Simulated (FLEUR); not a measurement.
**Co2/Ru3/Co2 (0001) trilayer: parallel and opposed starts**

The cell holds 7 atoms: 4 Co and 3 Ru. Cell: a = 2.706 Å, b = 2.706 Å, c = 26.272 Å, α = 90.0°, β = 90.0°, γ = 120.0°. layers at typed spacings, unrelaxed. Vacuum lies along c.

| Item | Value |
| --- | --- |
| method | PBE; all-electron FLAPW film, Dirac cores, scalar-relativistic bands |
| program | FLEUR MaX-R8.1 |
| settings of one run | kmax 3.66 1/bohr, gmax 11 1/bohr, muffin tin radii Co: 2.24, Ru: 2.38 bohr, lmax Co: [8, 6], Ru: [8, 6], hist occupations, smearing width 0.05 eV, mixer Anderson, mixing 0.03, max iterations 170, stop 1.00e-5 me/bohr³, film mode on, collinear spin, 20×20×1 k-mesh, value 3, mesh matched on, starting moments 2 2 0 0 0 2 2 μB |
| cost | 2 runs, 20 min in all on 4 MPI ranks of Arm Neoverse V1, shared host (the runs of this entry) |
| notes | The run is spin-polarised, with a total moment of 6.75 μB a cell. This is the lowest of 2 finished starts, no proof of the ground state. |
| lowest state found | ferromagnetic (initial ferro ++++) |
| largest site spin moment | 1.91 μB |
| next finished state | antiferromagnetic, 3.09 meV a seeded atom higher |

The lowest state found is ferromagnetic, reached from the start ferro ++++, with moments up to 1.91 μB. The next finished state costs 3.1 meV a seeded atom.

[Hosts, paths, dates, database ids (printed as entryN), source tags and the programs' standing remarks are cut or masked in the printed files.]

[Where a cell is said to come from a database of computed structures, the database is the Materials Project.]
